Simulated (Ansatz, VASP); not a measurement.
# Two plane-wave programs on Hf

```
Hf
1.0
     0.00000    3.21951    3.21951
     3.21951    0.00000    3.21951
     3.21951    3.21951    0.00000
Hf
2
Direct
  0.00000 0.00000 0.00000
  0.25000 0.25000 0.25000
```

Alike in both runs: task relaxation of cell and atoms; functional PBE; k mesh 10 × 10 × 10; occupations fermi-dirac, width 0.03 eV; no spin polarisation.

```csv
,VASP,Ansatz
version,VASP 6.6.1,Ansatz 0.2.0
potentials or method,"VASP PAW PBE potentials, release 64 (Hf_pv)","PAW with Ansatz's default frozen-core files, scalar-relativistic"
plane-wave cutoff (eV),600,420
valence electrons in the cell,20,52
```

```csv
,VASP,Ansatz,Ansatz less VASP
relaxed volume (Å³/atom),34.71,34.97,+0.256
relaxed cell length with the largest relative difference (Å),4.613,4.625,+0.0113
energy change over the relaxation (meV/atom),-5,-7,-2.0
```

The two sets of potentials don't hold the same shells in valence.

Spin-orbit coupling is left out, which matters for the levels of Hf.
